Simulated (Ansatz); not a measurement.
# The honeycomb BP bilayer (AB) under a gate, part 2 of 2

Aim: charge, voltage and capacitance of the honeycomb BP bilayer (AB) in a field-effect set-up.

Ansatz 0.2.0; plane-wave DFT, PBE-D3(BJ), Ansatz PAW.

So far. Step 9 (Gated layer, added electrons -3×10¹³ per cm², start …): Against the uncharged case this takes -2.42 V.

## 10. Gated layer, added electrons -6×10¹³ per cm²

input.yaml reads:

```yaml
crystal:
  lattice:
    - [3.2024038013, 0.0, 0.0]
    - [-1.6012019006, 2.7733630451, 0.0]
    - [0.0, 0.0, 36.7613829371]
  atoms:
    - { symbol: P, position: [0.6666666667, 0.3333333333, 0.4521183956] }
    - { symbol: B, position: [0.3333333333, 0.6666666667, 0.4515608139] }
    - { symbol: P, position: [0.0, 0.0, 0.5484391861] }
    - { symbol: B, position: [0.6666666667, 0.3333333333, 0.5480528774] }
  periodic: [true, true, false]
  symmetry: { detect: true }
total_charge: 0.053289
kpoints:
  mp_grid: { grid: [90, 90, 1] }
  band_path:
    path: [[0, 0, 0], [0.5, 0, 0], [0.33333333, 0.33333333, 0], [0, 0, 0]]
    npoints: 16
hamiltonian:
  xc: pbe
  dispersion: d3bj
scf:
  occupations: { method: fermi_dirac, width: 0.02585 }
  convergence: { dr2_threshold: 1.0e-10 }
output:
  forces: true
  eigenvalues: true
  dos: { projected: true, e_range: [-3, 3], de: 0.01 }
  write_potential: true
  write_density: true
  volumetric_format: npy
  elf: true
external_charges:
  - { charge: 0, barrier: 10, axis: 3, height: 23.661, sigma: 0.25 }
  - { charge: -0.053289, axis: 3, height: 25.161, sigma: 0.5 }
```

Run with:

```bash
$ ansatz run input.yaml --threads 4 --pin off --max-ram 16384MiB --backend cpu --events-out ev --progress --plain --runs-dir out
```

Wall time 2.3 min (4 threads of Arm Neoverse V1, shared host); peak memory 3 GiB; 9 min of CPU time.

The density of states has structure finer than the step of the table below, so its rows give means over 0.1 eV, whole bins alone (the curve runs from -3 to 1.99 eV). Peaks (eV: height): -2.97: 2.55, -0.79: 3.33, 1.39: 7.10, 1.83: 2.00.

The density of states by energy, zero at the Fermi level; means over each step:

energy (eV), density of states (states/eV a cell) and a bar:
```
     -2.9       2.11 ########################
     -2.8       1.97 ######################
     -2.7       1.92 ######################
     -2.6       1.88 #####################
     -2.5       1.89 #####################
     -2.4       1.84 #####################
     -2.3       1.81 ####################
     -2.2       1.79 ####################
     -2.1       1.77 ####################
     -2.0       1.76 ####################
     -1.9       1.74 ####################
     -1.8       1.72 ###################
     -1.7       1.46 #################
     -1.6       1.52 #################
     -1.5       1.47 #################
     -1.4       1.32 ###############
     -1.3       1.12 #############
     -1.2       1.06 ############
     -1.1       1.03 ############
     -1.0       1.03 ############
     -0.9       1.11 #############
     -0.8       1.84 #####################
     -0.7       1.32 ###############
     -0.6       1.00 ###########
     -0.5       0.82 #########
     -0.4       0.66 #######
     -0.3       0.50 ######
     -0.2       0.43 #####
     -0.1       0.39 ####
      0.0       0.36 ####
      0.1       0.30 ###
      0.2       0.00 
      0.3       0.00 
      0.4       0.00 
      0.5       0.00 
      0.6       0.00 
      0.7       0.02 
      0.8       0.20 ##
      0.9       0.23 ###
      1.0       0.27 ###
      1.1       0.32 ####
      1.2       0.41 #####
      1.3       0.65 #######
      1.4       2.66 ##############################
      1.5       1.28 ##############
      1.6       1.13 #############
      1.7       1.11 #############
      1.8       1.44 ################
      1.9       1.34 ###############
```

Against the uncharged case this takes -4.52 V.

## 11. Gated layer, added electrons -10×10¹³ per cm²

input.yaml, as its differences from that of step 10:

```diff
@@ -12,3 +12,3 @@
   symmetry: { detect: true }
-total_charge: 0.053289
+total_charge: 0.088814
 kpoints:
@@ -34,2 +34,2 @@
   - { charge: 0, barrier: 10, axis: 3, height: 23.661, sigma: 0.25 }
-  - { charge: -0.053289, axis: 3, height: 25.161, sigma: 0.5 }
+  - { charge: -0.088814, axis: 3, height: 25.161, sigma: 0.5 }
```

The job ended after 2.3 min (4 threads; peak memory 3 GiB).

Against the uncharged case this takes -7.34 V.

## 12. The series together

This step: plane-wave DFT, PBE-D3(BJ), Ansatz PAW; charging by gates (Ansatz 0.2.0).

The potential behind each gate is read from every run and counted from the uncharged case.

Voltage on the gate against the layer's Fermi level, from the uncharged case. Gate voltage against added electrons:

```
added electrons (10¹³ per cm²)  gate voltage (V)
                        -10.00             -7.34
                         -6.00             -4.52
                         -3.00             -2.42
                         -1.00             -1.04
                          0.00                 0
                          1.00              1.14
                          3.00              2.65
                          6.00              4.74
                         10.00              7.38
```

Charge step over voltage step between neighbouring densities. The total capacitance by added electrons:

```
added electrons (10¹³ per cm²)  total capacitance (µF/cm²)
                         -8.00                        2.27
                         -4.50                        2.29
                         -2.00                        2.31
                         -0.50                        1.55
                          0.50                        1.41
                          2.00                        2.12
                          4.50                        2.29
                          8.00                        2.43
```

Work function of the face away from the gate. The work function of the far face by added electrons:

```
added electrons (1e13 /cm²)  work function of the far face (eV)
                     -10.00                                5.06
                      -6.00                                5.04
                      -3.00                                5.03
                      -1.00                                5.02
                       0.00                                4.66
                       1.00                                4.29
                       3.00                                4.25
                       6.00                                4.23
                      10.00                                4.22
```

By hand: 10¹³ electrons per cm² are 0.001 e/Å², which by Gauss's law end a field of 0.181 V/Å. At 10×10¹³ holes per cm² the field towards a gate is 1.810 V/Å, which over the 5 Å from the outer atoms would drop 9.05 V; the run needs 7.34 V.

## 13. Varying the input

This step: plane-wave DFT, PBE-D3(BJ), Ansatz PAW (Ansatz 0.2.0).

A run with a changed input: it repeats the earlier run at 1 × 10¹³ added electrons per cm² with scf.occupations.width from 0.02585 to 0.15, scf.mixing.algorithm to broyden and scf.mixing.beta to 0.2.

input.yaml, the sections that differ from step 11:

```yaml
total_charge: -0.008881
kpoints:
  mp_grid: { grid: [90, 90, 1] }
scf:
  occupations: { method: fermi_dirac, width: 0.15 }
  convergence: { dr2_threshold: 1.0e-10 }
  mixing: { algorithm: broyden, beta: 0.2 }
output:
  forces: true
  eigenvalues: true
  write_potential: true
  write_density: true
  volumetric_format: npy
external_charges:
  - { charge: 0, barrier: 10, axis: 3, height: 23.661, sigma: 0.25 }
  - { charge: 0.008881, axis: 3, height: 25.161, sigma: 0.5 }
# crystal, hamiltonian: as in step 11
```

The job ended after 2.6 min (4 threads; peak memory 3.2 GiB; 10 min of CPU time).

This step gave:

* energy at zero smearing: -1824.0860 eV
* potential beyond the upper barrier and gate, less the barrier, from the Fermi level: 3.907 eV

```
                                                                                quantity  this run  earlier run  difference
potential beyond the upper barrier and gate, less the barrier, from the Fermi level (eV)     3.907        3.643        0.26
```

It moves by +0.264 eV.

## 14. Varying the input

Another changed input: it repeats the earlier run at 1 × 10¹³ added electrons per cm² with scf.convergence.dr2_threshold from 1e-10 to 1e-08 and scf.mixing.preconditioner to ldos.

input.yaml, as its differences from that of step 13:

```diff
@@ -19,5 +19,5 @@
 scf:
-  occupations: { method: fermi_dirac, width: 0.15 }
-  convergence: { dr2_threshold: 1.0e-10 }
-  mixing: { algorithm: broyden, beta: 0.2 }
+  occupations: { method: fermi_dirac, width: 0.02585 }
+  convergence: { dr2_threshold: 1.0e-08 }
+  mixing: { preconditioner: ldos }
 output:
```

The job ended after 2.4 min (4 threads; peak memory 3 GiB; 9.4 min of CPU time).

This step gave:

- energy at zero smearing: -1824.0861 eV
- potential beyond the upper barrier and gate, less the barrier, from the Fermi level: 3.643 eV

```
                                                                                quantity  this run  earlier run  difference
potential beyond the upper barrier and gate, less the barrier, from the Fermi level (eV)     3.643        3.643           0
```

Nothing in the table moves by 0.01 in its unit. The run took 10 SCF cycles against 12.

## 15. Results

- gap with uncharged gates: 0.740 eV
- gate voltage at 10×10¹³ holes per cm²: -7.34 V
- gate voltage at 10×10¹³ electrons per cm²: +7.38 V
- total capacitance near 8×10¹³ holes per cm²: 2.27 µF/cm²

Putting 10×10¹³ holes per cm² on the layer takes -7.34 V on the gate; how far the Fermi level moves against the bands is taken for single layers without spin and with an even electron count alone. Between the first holes and the first electrons the voltage runs over 2.17 V: the drop across the plates for that charge, plus the way of the Fermi level through the region of the 0.74 eV gap. The zero of the voltage lies where the smearing puts the uncharged Fermi level. Plates 5 Å apart would give 1.77 µF/cm² in vacuum; the computed total runs from 1.4 to 2.43 µF/cm². A value over that of the plates means that the screening charge has its centre outside the outer atoms; a low density of states works the other way. Few carriers sample few k-points, so the slopes at the lowest densities depend on the mesh and on the temperature. The gates are charged sheets behind model barriers, not atoms.

[Logs are printed without paths, hosts, clocks, repeated set-up lines and the standing remarks that a program may print on its own settings, such as how far it seeks lower states.]

[Hosts, paths, dates, database ids (printed as entryN), source tags and the programs' standing remarks are cut or masked in the printed files.]

[Maps of the electrostatic potential energy from Ansatz leave out the sawtooth potential of an applied field or a dipole correction, so their vacuum need not be flat; planar profiles and work functions include it.]
